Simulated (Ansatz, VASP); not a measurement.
One calculation of Sn, two programs

INCAR

```
ALGO = Normal ; EDIFF = 1E-7
ENCUT = 520 ; GGA = PE
ISIF = 2 ; ISMEAR = -1
LASPH = T ; LCHARG = F
LREAL = F ; LWAVE = F
NBANDS = 21 ; NELM = 60
PREC = Accurate ; SIGMA = 0.05
```

File KPOINTS:

```
k-points
0
Gamma
  9 9 9
```

POSCAR

```
Sn
1.0
   -2.9978049079      2.9978049079      1.6306688148
    2.9978049079     -2.9978049079      1.6306688148
    2.9978049079      2.9978049079     -1.6306688148
Sn
2
Direct
    0.0000000000      0.0000000000      0.0000000000
    0.7500000000      0.2500000000      0.5000000000
```

Contents of input.yaml:

```yaml
crystal:
  lattice:
    - [-2.9978049079, 2.9978049079, 1.6306688148]
    - [2.9978049079, -2.9978049079, 1.6306688148]
    - [2.9978049079, 2.9978049079, -1.6306688148]
  atoms:
    - { symbol: Sn, position: [0.0, 0.0, 0.0] }
    - { symbol: Sn, position: [0.75, 0.25, 0.5] }
hamiltonian:
  xc: pbe
  pseudopotentials: { kind: paw }
kpoints:
  mp_grid: { grid: [9, 9, 9] }
scf:
  occupations: { method: fermi_dirac, width: 0.05 }
output:
  forces: true
  stress: true
  eigenvalues: true
```

Change from the starting cell: volume scaled by 1.06.

Alike in both runs: task single point; functional PBE; k mesh 9 × 9 × 9; occupations fermi-dirac, width 0.05 eV; no spin polarisation.

|  | VASP | Ansatz |
| --- | --- | --- |
| version | VASP 6.6.1 | Ansatz 0.2.0 |
| potentials or method | VASP PAW PBE potentials, release 64 (Sn_d) | Ansatz PAW |
| plane-wave cutoff (eV) | 520 | 420 |
| valence electrons in the cell | 28 | 28 |

```csv
,VASP,Ansatz,Ansatz less VASP
gap on the k mesh at the Fermi level (eV),none,none,-
pressure (GPa),-1.4,-1.4,+0.07
largest component of the traceless stress (GPa),0.15,0.15,-0.003
```

A gap of «none» marks a metal or a gap that the smearing closes.
